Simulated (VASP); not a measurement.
# NaCl: relaxation of cell and atoms with PBEsol

The system is NaCl.

```xyz
2
Lattice="0.0000 2.8100 2.8100 2.8100 0.0000 2.8100 2.8100 2.8100 0.0000" Properties=species:S:1:pos:R:3 pbc="T T T"
Na    0.0000    0.0000    0.0000
Cl    2.8100    2.8100    2.8100
```

* Program: VASP 6.6.1
* Task: relaxation of cell and atoms
* Functional: PBEsol
* Potentials or basis: VASP PAW PBE potentials, release 64 (Na_pv, Cl)
* Cutoff: 600 eV
* k mesh: 8 × 8 × 8
* Occupations: gaussian, width 0.03 eV
* Spin: no spin polarisation
* Further INCAR settings: ALGO = Normal; EDIFF = 1e-06; IBRION = 2; EDIFFG = -0.01; NSW = 90; ISIF = 3

```json
{
 "Relaxed volume": "22.07 Å³/atom",
 "Relaxed cell": "a = 3.967 Å, b = 3.967 Å, c = 3.967 Å, α = 60.00°, β = 60.00°, γ = 60.00°",
 "Space group after relaxing (to 0.05 Å)": "Fm-3m (No. 225)",
 "Energy gained by relaxing": "0.1 meV/atom",
 "Ionic steps": "3",
 "Pressure after relaxing": "-0.1 GPa",
 "Band gap on the k mesh": "4.99 eV, direct"
}
```

Step by step:
```csv
step,energy change (eV),largest force (eV/Å),pressure (GPa),volume (Å³)
1,0.0000,0.0000,-0.19,44.38
2,-0.0002,0.0000,-0.08,44.20
3,-0.0002,0.0000,-0.05,44.15
```

Final structure:
```
Na Cl
1.0
     0.00000    2.80517    2.80517
     2.80517    0.00000    2.80517
     2.80517    2.80517    0.00000
Na Cl
1 1
Direct
  0.00000 0.00000 0.00000
  0.50000 0.50000 0.50000
```

Levels at points of the mesh, in eV from the valence-band top:
| k point | band 3 | band 4 | band 5 | band 6 | band 7 | band 8 | band 9 | band 10 | band 11 |
| --- | --- | --- | --- | --- | --- | --- | --- | --- | --- |
| (0.00, 0.00, 0.00) | -20.62 | -12.68 | 0.00 | 0.00 | 0.00 | 4.99 | 11.01 | 11.01 | 11.01 |
| (0.50, 0.00, 0.00) | -20.62 | -12.32 | -2.02 | -0.28 | -0.28 | 7.10 | 10.63 | 10.90 | 10.90 |
| (0.50, 0.50, 0.00) | -20.63 | -12.27 | -1.75 | -0.63 | -0.63 | 7.48 | 7.88 | 11.24 | 14.76 |

Wall time 25 s on 1 thread of AMD EPYC 7R13 Processor (Zen 3) (shared host), peak memory 0.15 GiB.

Caveat: the PAW data sets were made with another functional, which shifts forces and pressure a little. A hybrid or GW would open this gap; PBEsol tends to underestimate it.
